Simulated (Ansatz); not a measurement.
Theory: Ansatz, DFT, RPBE, plane waves (420 eV) with PAW, scalar-relativistic. (PAW data from PBE, frozen cores regenerated.)

An element in the fcc structure gives this curve. The cell is scaled uniformly from the relaxed one, with fractional coordinates and shape fixed. Energies are extrapolated to zero smearing, pressures are those at the given smearing. Magnetic state: spin not included.

```tsv
V (Å³/atom)	E − E₀ (meV/atom)	P (GPa)
25.435	67.6	7.15
26.591	27.4	4.18
27.747	6.2	1.84
28.903	0.1	-0.01
30.059	5.8	-1.50
31.215	21.2	-2.71
32.371	44.4	-3.68
```

Problem. Which element is it?
A. scandium
B. bismuth
C. yttrium
D. tin

Solution. D. Its fit is V₀ = 28.88 Å³/atom, B₀ = 42 GPa, B₀′ = 4.5.
